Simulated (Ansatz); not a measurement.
**Mo: how the settings move a single-point run**

Aim: see which settings change the result for Mo, by how much, and at what cost.

The COD entry's cell or inner coordinates are ideal or old and differ from later refinements, so a difference from it is no clean test against experiment.

Program: Ansatz 0.2.0. Level of theory: reference: DFT, PBE, all-electron LAPW, non-relativistic. These are calculated values, not measurements.

**1. The starting structure**

Symmetry: Im-3m, No. 229, cubic system. Conventional cell: a = 3.142 Å, b = 3.142 Å, c = 3.142 Å, α = 90.00°, β = 90.00°, γ = 90.00°. Mo (site symmetry m-3m) has 8 Mo at 2.72 Å in its first shell of neighbours.

As a file:

```cif
data_structure
_symmetry_space_group_name_H-M 'Im-3m'
_symmetry_Int_Tables_number 229
_cell_length_a 3.1420
_cell_length_b 3.1420
_cell_length_c 3.1420
_cell_angle_alpha 90.000
_cell_angle_beta 90.000
_cell_angle_gamma 90.000
_cell_volume 31.02
loop_
_atom_site_label
_atom_site_type_symbol
_atom_site_symmetry_multiplicity
_atom_site_Wyckoff_symbol
_atom_site_fract_x
_atom_site_fract_y
_atom_site_fract_z
_atom_site_occupancy
Mo1 Mo 2 a 0.00000 0.00000 0.00000 1
```

**2. Baseline**

input.yaml

```yaml
crystal:
  lattice:
    - [-1.571, 1.571, 1.571]
    - [1.571, -1.571, 1.571]
    - [1.571, 1.571, -1.571]
  atoms:
    - { symbol: Mo, position: [0.0, 0.0, 0.0] }
kpoints:
  mp_grid: { grid: [16, 16, 16] }
  band_path:
    path:
      - [0.0, 0.0, 0.0]
      - [0.5, -0.5, 0.5]
      - [0.0, 0.0, 0.5]
      - [0.0, 0.0, 0.0]
      - [0.25, 0.25, 0.25]
      - [0.5, -0.5, 0.5]
      - [0.25, 0.25, 0.25]
      - [0.0, 0.0, 0.5]
    npoints: 5
scf:
  occupations: { method: fermi_dirac, width: 0.05 }
hamiltonian:
  xc: pbe
  pseudopotentials:
    kind: all_electron
    lapw: { basis_error: 0.001 }
    relativity: none
output:
  forces: true
  stress: true
  eigenvalues: true
```

On the command line:

```sh
> ansatz run input.yaml --threads 1 --pin off --max-ram 2048MiB --backend cpu --events-out ev --progress --plain --runs-dir out
```

**3. Changed: starting moments, xc lda, spin_polarized true**

input.yaml, as its differences from that of step 2:

```diff
@@ -6,3 +6,3 @@
   atoms:
-    - { symbol: Mo, position: [0.0, 0.0, 0.0] }
+    - { symbol: Mo, position: [0.0, 0.0, 0.0], spin: 0.2 }
 kpoints:
@@ -23,3 +23,3 @@
 hamiltonian:
-  xc: pbe
+  xc: lda
   pseudopotentials:
@@ -32 +32,3 @@
   eigenvalues: true
+magnetization:
+  spin_polarized: true
```

What does the calculation give? Wanted: for each run, ending; energy change; pressure; gap; force.

The runs gave:

| run | ending | energy change | pressure (GPa) | gap (eV) | force (eV/Å) | cycles | time |
| --- | --- | --- | --- | --- | --- | --- | --- |
| reference | converged | - | 8.0 | 0.00 | 0.00 | 7 | 13 s |
| 1: starting moments, xc lda, spin_polarized true | converged | not comparable | -5.0 | 0.00 | 0.00 | 9 | 33 s |

Residual by cycle in the longest SCF loop of each run; runs are numbered as in the table. The quantity is the density residual dr2, in eV.

| cycle | reference | run 1 |
| --- | --- | --- |
| 1 | 0.252 | 0.161 |
| 2 | 0.0496 | 0.0815 |
| 3 | 0.0211 | 0.0211 |
| 4 | 0.00374 | 0.00418 |
| 5 | 2.6e-4 | 3.2e-4 |
| 6 | 5.8e-6 | 5.9e-6 |
| 7 | 2.6e-8 | 1.5e-7 |
| 8 | - | 9.1e-10 |
| 9 | - | 1.7e-11 |

**Reading.** Total energies don't compare across a change of functional; the pressure goes from 8.0 to -5.0 GPa. The spin polarisation changed too. Cost: 9 SCF cycles against 7, 33 s against 13 s.
